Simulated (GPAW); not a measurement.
# GaAs (F-43m) in GPAW: a series of runs, part 2 of 2

GPAW 26.7.0.

## 3. Band structure, r2SCAN, spin-orbit coupling, no magnetisation

run.py reads:

```python
import numpy as np
from ase.dft.bandgap import bandgap
from ase.io import read, write
from ase.units import GPa
from gpaw import GPAW, PW
from gpaw.spinorbit import soc_eigenstates

atoms = read('GaAs.xyz')

calc = GPAW(mode=PW(600),
            xc='MGGA_X_R2SCAN+MGGA_C_R2SCAN',
            kpts={'size': (6, 6, 6), 'gamma': True},
            occupations={'name': 'fermi-dirac', 'width': 0.05},
            nbands=11,
            convergence={'density': 1e-05, 'energy': 1e-05},
            maxiter=150,
            txt='gpaw.txt')
atoms.calc = calc
energy = atoms.get_potential_energy()
forces = atoms.get_forces()
stress = atoms.get_stress()
calc.write('gs.gpw')
write('result.traj', atoms)
print(f'Energy: {energy:.6f} eV')
print('Forces (eV/A):')
print(forces.round(4))
print('Stress (GPa):', (stress / GPa).round(3))
print('Fermi level:', round(calc.get_fermi_level(), 4), 'eV')
print(f'Gap: {bandgap(calc)[0]:.4f} eV, direct: {bandgap(calc, direct=True)[0]:.4f} eV')

path = atoms.cell.bandpath('GXWKGLUWLK,UX', npoints=100, eps=1e-4)
bs_calc = calc.fixed_density(kpts=path, symmetry='off', nbands=21,
                             convergence={'bands': 'CBM+6.0', 'eigenstates': 1e-6}, txt='bands.txt')
bs = bs_calc.band_structure()
bs.write('bs.json')
print(f'Gap on the path: {bandgap(bs_calc)[0]:.4f} eV')

soc = soc_eigenstates(bs_calc, theta=0, phi=0, ignore_xc_potential=True)
np.savetxt('soc_bands.dat', soc.eigenvalues(), fmt='%.4f')
mesh = soc_eigenstates('gs.gpw', theta=0, phi=0, ignore_xc_potential=True)
np.savetxt('soc_mesh.dat', mesh.eigenvalues(), fmt='%.4f')
print('Fermi level with spin-orbit coupling:', round(mesh.fermi_level, 4), 'eV')
```

GaAs.xyz reads:

```xyz
2
Lattice="0.0000000000 2.8268500000 2.8268500000 2.8268500000 0.0000000000 2.8268500000 2.8268500000 2.8268500000 0.0000000000" Properties=species:S:1:pos:R:3 pbc="T T T"
As     4.2402750000      4.2402750000      4.2402750000
Ga     0.0000000000      0.0000000000      0.0000000000
```

Potentials or basis: GPAW PAW data sets (gpaw-data 1.2.1), pw.

On the command line:

```
OMP_NUM_THREADS=1 python run.py
```

gpaw.txt:

```text
__  _  _
 | _ |_)|_||  |
 |__||  | ||/\| - 26.7.0

Input parameters:
  mode=PW(ecut=600.0),
  convergence={'density': 1e-05, 'energy': 1e-05},
  kpts=MonkhorstPack(size=(6, 6, 6), gamma=True),
  maxiter=150,
  nbands=11,
  occupations=Occupations(name='fermi-dirac', width=0.05),
  xc=XC(name='MGGA_X_R2SCAN+MGGA_C_R2SCAN')

Diagonalizing LCAO Hamiltonian
Converting LCAO to pw mode

                    As

       Ga

Atoms  # Å, Bohr magnetons
|   | symbol |        x |        y |        z |    initial magnetic moments |
|---|--------|----------|----------|----------|-----------------------------|
| 0 |     As | 4.240275 | 4.240275 | 4.240275 | ( 0.0000,  0.0000,  0.0000) |
| 1 |     Ga | 0.000000 | 0.000000 | 0.000000 | ( 0.0000,  0.0000,  0.0000) |

Unit cell  # Å
| periodic |        x |        y |        z |  lengths |    angles |
|----------|----------|----------|----------|----------|-----------|
|      yes | 0.000000 | 2.826850 | 2.826850 | 3.997770 | 60.000000 |
|      yes | 2.826850 | 0.000000 | 2.826850 | 3.997770 | 60.000000 |
|      yes | 2.826850 | 2.826850 | 0.000000 | 3.997770 | 60.000000 |

Number of symmetries: 24
Symmetry operations  # r_c * U_cc + t_c -> r_c
|    | kind |            matrix            |
|----|------|------------------------------|
|  0 |  E   |  1, 0, 0,  0, 1, 0,  0, 0, 1 |
|  1 |  σ   |  1, 0, 0,  0, 0, 1,  0, 1, 0 |
|  2 |  σ   |  1, 0,-1,  0, 1,-1,  0, 0,-1 |
|  3 |  C3  |  1, 0,-1,  0, 0,-1,  0, 1,-1 |
|  4 |  C3  |  1,-1, 0,  0,-1, 1,  0,-1, 0 |
|  5 |  σ   |  1,-1, 0,  0,-1, 0,  0,-1, 1 |
|  6 |  σ   |  0, 1, 0,  1, 0, 0,  0, 0, 1 |
[... 141 lines left out ...]

convergence criteria:
[... 6 lines left out ...]
|iter     | |      energy | eigst |  dens |
|---------|-|-------------|-------|-------|
|iter:   1| |  -25.050672 | -0.59 |       |
|iter:   2| |  -24.212310 | -1.83 | -0.90 |
|iter:   3| |  -24.252091 | -1.75 | -0.90 |
|iter:   4| |  -24.241991 | -2.24 | -1.13 |
|iter:   5| |  -24.242259 | -3.65 | -2.00 |
|iter:   6| |  -24.242491 | -4.49 | -2.51 |
|iter:   7| |  -24.242495 | -6.33 | -3.44 |
|iter:   8| |  -24.242495c| -7.09 | -3.76 |
|iter:   9| |  -24.242495c| -8.71c| -4.54 |
|iter:  10| |  -24.242495c| -8.43c| -4.84 |
|iter:  11| |  -24.242495c| -9.44c| -6.02c|

Converged in 11 steps
Energy contributions relative to reference atoms: (reference = -114387.645129)

Energy contributions:
  Kinetic:          23.237112
  Coulomb:         -20.026939
  Zero:             -0.096570
  External:          0.000000
  Xc:              -27.356098
  Entropy:          -0.000000
  Spinorbit:         0.000000
  ----------------------------
  Free energy:     -24.242495
  Extrapolated:    -24.242495

dipole moment: (-10.977282, -10.977282, -10.977282)  # |e|*Ang

Fermi level: 5.219
Eigenvalues  # (at kpt = [0.000, 0.000, 0.000])
| band index |      eig [eV] | occ [0-2] |
|------------|---------------|-----------|
|          0 |        -8.515 |     2.000 |
|          1 |         4.656 |     2.000 |
|          2 |         4.656 |     2.000 |
|          3 |         4.656 |     2.000 |
|          4 |         5.728 |     0.000 |
|          5 |         8.741 |     0.000 |
|          6 |         8.741 |     0.000 |
|          7 |         8.741 |     0.000 |
|          8 |        12.968 |     0.000 |
|          9 |        15.214 |     0.000 |
|         10 |        15.214 |     0.000 |

Gap: 1.072 eV
Transition (v -> c):
  (s=0, k=0, n=3, [0.00, 0.00, 0.00]) -> (s=0, k=0, n=4, [0.00, 0.00, 0.00])
No difference between direct/indirect transitions

Forces  # eV/Ang
|       x |        y |        z |
|---------|----------|----------|
| 0.00000 |  0.00000 | -0.00000 |  # As   0
| 0.00000 | -0.00000 | -0.00000 |  # Ga   1

Stress tensor  # eV/Ang^3
|         x |         y |         z |
|-----------|-----------|-----------|
| -0.006368 | -0.000000 | -0.000000 |
| -0.000000 | -0.006368 | -0.000000 |
| -0.000000 | -0.000000 | -0.006368 |

# Writing to gs.gpw (mode='')
```

Run time: 71 s. Hardware: 1 thread of Arm Neoverse V2, shared host; peak memory 0.33 GiB.

Results:

```yaml
Free_energy: -24.2425 eV
Pressure: 1.0 GPa
Band_gap_on_the_k_mesh: 0.96 eV, direct
Band_gap_along_the_path: 0.96 eV, direct
```

Levels at the corners of the path, in eV from the valence-band top:
```tsv
point	band 6	band 7	band 8	band 9	band 10	band 11
Γ	0.00	0.00	0.00	0.96	0.96	3.84
X	-2.92	-2.83	-2.83	1.67	1.67	1.86
W	-3.70	-3.54	-3.50	4.84	4.98	5.03
K	-4.04	-2.44	-2.44	2.19	2.19	4.92
Γ	0.00	0.00	0.00	0.96	0.96	3.84
L	-1.40	-1.19	-1.19	1.30	1.30	4.87
U	-4.04	-2.44	-2.44	2.19	2.19	4.92
W	-3.70	-3.54	-3.50	4.84	4.98	5.03
L	-1.40	-1.19	-1.19	1.30	1.30	4.87
K	-4.04	-2.44	-2.44	2.19	2.19	4.92
U	-4.04	-2.44	-2.44	2.19	2.19	4.92
X	-2.92	-2.83	-2.83	1.67	1.67	1.86
```

Caveat: spin-orbit coupling was added after a scalar SCF, so levels and gaps hold it while energy, forces, pressure and moments don't; this program's spin-orbit splittings come out too wide for heavy elements; the PAW data sets were made with another functional, which shifts forces and pressure a little.

## 4. Equation of state, PBEsol+D3(BJ)

run.py reads:

```python
from ase.calculators.mixing import SumCalculator
from ase.eos import EquationOfState
from ase.io import Trajectory, read
from ase.units import GPa
from dftd3.ase import DFTD3
from gpaw import GPAW, PW, setup_paths

setup_paths.insert(0, '.')

atoms = read('POSCAR')

traj = Trajectory('eos.traj', 'w')
volumes, energies = [], []
for x in [0.94, 0.96, 0.98, 1.0, 1.02, 1.04, 1.06]:
    a = atoms.copy()
    a.set_cell(atoms.cell * x**(1 / 3), scale_atoms=True)
    calc = GPAW(mode=PW(600),
                xc='PBEsol',
                kpts={'size': (8, 8, 8), 'gamma': True},
                occupations={'name': 'fermi-dirac', 'width': 0.05},
                nbands=11,
                convergence={'density': 1e-05, 'energy': 1e-05},
                maxiter=150,
                txt=f'eos-{x:.2f}.txt')
    a.calc = SumCalculator([calc, DFTD3(method='pbesol', damping='d3bj')])
    energies.append(a.get_potential_energy())
    volumes.append(a.get_volume())
    p = -a.get_stress()[:3].mean() / GPa
    calc.write(f'eos-{x:.2f}.gpw')
    traj.write(a)
    print(f'{x:.2f} {volumes[-1]:10.4f} A^3 {energies[-1]:14.6f} eV {p:9.3f} GPa', flush=True)

v0, e0, B = EquationOfState(volumes, energies, eos='birchmurnaghan').fit()
print(f'V0 = {v0:.4f} A^3, E0 = {e0:.6f} eV, B0 = {B / GPa:.2f} GPa')
```

POSCAR reads:

```
GaAs
1.0
    0.0000000000      2.8268500000      2.8268500000
    2.8268500000      0.0000000000      2.8268500000
    2.8268500000      2.8268500000      0.0000000000
As Ga
1 1
Direct
    0.7500000000      0.7500000000      0.7500000000
    0.0000000000      0.0000000000      0.0000000000
```

Potentials or basis: PAW data sets generated in the run's folder for this functional, pw.

On the command line:

```
gpaw-setup -f PBEsol As Ga
OMP_NUM_THREADS=1 python run.py
```

Wall time 56 s (1 thread of Intel Xeon at 2.60GHz (Ice Lake), shared host); peak memory 0.25 GiB.

It converged, with:

```
Equilibrium volume                      : 22.35 Å³/atom
Bulk modulus                            : 77 GPa
Pressure derivative of the bulk modulus : 4.8
```

Energy against volume, from the lowest point:
```
volume (Å³/atom)  energy (meV/atom)
          21.234              14.29
          21.686               4.55
          22.138               0.00
          22.590               0.07
          23.041               4.26
          23.493              12.10
          23.945              23.16
```

## 5. Band structure, PBE

run.py reads:

```python
from ase.dft.bandgap import bandgap
from ase.io import read, write
from ase.units import GPa
from gpaw import GPAW, PW, setup_paths

setup_paths.insert(0, '.')

atoms = read('GaAs.cif')

calc = GPAW(mode=PW(600),
            xc='PBE',
            kpts={'size': (8, 8, 8), 'gamma': True},
            occupations={'name': 'fermi-dirac', 'width': 0.05},
            setups={'As': 'jth', 'Ga': 'jth'},
            nbands=-7,
            convergence={'density': 1e-05, 'energy': 1e-05},
            maxiter=150,
            txt='gpaw.txt')
atoms.calc = calc
energy = atoms.get_potential_energy()
forces = atoms.get_forces()
stress = atoms.get_stress()
calc.write('gs.gpw')
write('result.traj', atoms)
print(f'Energy: {energy:.6f} eV')
print('Forces (eV/A):')
print(forces.round(4))
print('Stress (GPa):', (stress / GPa).round(3))
print('Fermi level:', round(calc.get_fermi_level(), 4), 'eV')
print(f'Gap: {bandgap(calc)[0]:.4f} eV, direct: {bandgap(calc, direct=True)[0]:.4f} eV')

path = atoms.cell.bandpath('GXWKGLUWLK,UX', npoints=100, eps=1e-4)
bs_calc = calc.fixed_density(kpts=path, symmetry='off', nbands=-17,
                             convergence={'bands': 'CBM+6.0', 'eigenstates': 1e-6}, txt='bands.txt')
bs = bs_calc.band_structure()
bs.write('bs.json')
print(f'Gap on the path: {bandgap(bs_calc)[0]:.4f} eV')
```

GaAs.cif reads:

```cif
data_GaAs
_cell_length_a 3.99776961
_cell_length_b 3.99776961
_cell_length_c 3.99776961
_cell_angle_alpha 60.00000000
_cell_angle_beta 60.00000000
_cell_angle_gamma 60.00000000
_space_group_name_H-M_alt 'P1'
_space_group_name_Hall 'P 1'
_space_group_IT_number 1
loop_
_space_group_symop_operation_xyz
'x,y,z'
loop_
_atom_site_label
_atom_site_type_symbol
_atom_site_symmetry_multiplicity
_atom_site_Wyckoff_symbol
_atom_site_fract_x
_atom_site_fract_y
_atom_site_fract_z
_atom_site_occupancy
As1 As 1 a 0.7500000000 0.7500000000 0.7500000000 1
Ga1 Ga 1 a 0.0000000000 0.0000000000 0.0000000000 1
```

Potentials or basis: JTH PAW 2.0, PBE, pw.

On the command line:

```
OMP_NUM_THREADS=1 python run.py
```

It took 44 s on 1 thread of Intel Xeon at 2.60GHz (Ice Lake), shared host; peak memory 0.29 GiB.

The run converged. Its results:

* Free energy: -8.1817 eV
* Pressure: 3.3 GPa
* Band gap on the k mesh: 0.51 eV, direct
* Band gap along the path: 0.51 eV, direct

Levels at the corners of the path, in eV from the valence-band top:
```
point  band 11  band 12  band 13  band 14  band 15  band 16  band 17  band 18
    Γ   -12.73     0.00     0.00     0.00     0.51     3.74     3.74     3.74
    X   -10.23    -6.81    -2.68    -2.68     1.47     1.66    10.17    10.17
    W   -10.17    -6.62    -3.53    -3.34     4.62     4.72     5.41     6.05
    K   -10.26    -6.62    -3.85    -2.26     1.97     4.64     7.95     8.07
    Γ   -12.73     0.00     0.00     0.00     0.51     3.74     3.74     3.74
    L   -10.96    -6.63    -1.14    -1.14     1.00     4.65     4.65     7.75
    U   -10.26    -6.62    -3.85    -2.26     1.97     4.64     7.95     8.07
    W   -10.17    -6.62    -3.53    -3.34     4.62     4.72     5.41     6.05
    L   -10.96    -6.63    -1.14    -1.14     1.00     4.65     4.65     7.75
    K   -10.26    -6.62    -3.85    -2.26     1.97     4.64     7.95     8.07
    U   -10.26    -6.62    -3.85    -2.26     1.97     4.64     7.95     8.07
    X   -10.23    -6.81    -2.68    -2.68     1.47     1.66    10.17    10.17
```

Caveat: the program truncates these outside data sets.

## 6. Summary

```csv
task,level,potentials or basis,spin,k mesh,band path,band points,spin axis theta (degrees),spin axis phi (degrees),data set,gap on the mesh (eV),pressure (GPa)
band structure,r2SCAN,"GPAW PAW data sets (gpaw-data 1.2.1), pw",off,6 × 6 × 6,"GXWKGLUWLK,UX",100,-,-,-,1.07,1.0
band structure,r2SCAN,"GPAW PAW data sets (gpaw-data 1.2.1), pw","SOC, no magnetisation",6 × 6 × 6,"GXWKGLUWLK,UX",100,0,0,-,0.96,1.0
equation of state,PBEsol+D3(BJ),"PAW data sets generated in the run's folder for this functional, pw",off,8 × 8 × 8,-,-,-,-,-,-,-
band structure,PBE,"JTH PAW 2.0, PBE, pw",off,8 × 8 × 8,"GXWKGLUWLK,UX",100,-,-,"As jth, Ga jth",0.51,3.3
```

Alike in all rows: cell as given; cutoff (eV) 600; smearing fermi-dirac 0.05 eV.

Caveats: the PAW data sets were made with another functional, which shifts forces and pressure a little (some runs); spin-orbit coupling was added after a scalar SCF, so levels and gaps hold it while energy, forces, pressure and moments don't (some runs); this program's spin-orbit splittings come out too wide for heavy elements (some runs); the program truncates these outside data sets (some runs).

Total energies depend on the potentials used, so only differences within one code and one set of settings carry meaning.

## 7. How close it comes

Step 2. Measured gap of GaAs: 1.412 eV (direct; 300 K; “Evidence of valence band perturbations in GaAsN/GaAs(001): A combined variable-angle spectroscopic ellipsometry and modulated photoreflectance investigation”, 2008, arxiv:0805.2212). This calculation gives 1.07 eV (-0.34 eV). 3 values of this kind are on record (1.412 to 1.51 eV); this one was drawn at random among those near their median, those with a stated uncertainty first. Spin-orbit coupling on As, Ga is left out. The value is that of r2SCAN, without temperature or zero-point motion.

Step 3. Against the measured gap of GaAs, 1.418 eV (direct; 300 K; “Evidence of valence band perturbations in GaAsN/GaAs(001): A combined variable-angle spectroscopic ellipsometry and modulated photoreflectance investigation”, 2008, arxiv:0805.2212), the calculated 0.96 eV is off by -0.46 eV. 3 values of this kind are on record (1.412 to 1.51 eV); this one was drawn at random among those near their median, those with a stated uncertainty first. The value is that of r2SCAN, without temperature or zero-point motion.

Step 5. Measured gap of GaAs: 1.412 eV (direct; 300 K; “Evidence of valence band perturbations in GaAsN/GaAs(001): A combined variable-angle spectroscopic ellipsometry and modulated photoreflectance investigation”, 2008, arxiv:0805.2212). This calculation gives 0.51 eV (-0.90 eV). 3 values of this kind are on record (1.412 to 1.51 eV); this one was drawn at random among those near their median, those with a stated uncertainty first. Spin-orbit coupling on As, Ga is left out. The value is that of PBE, without temperature or zero-point motion. Semilocal functionals fall short of measured gaps as a rule.
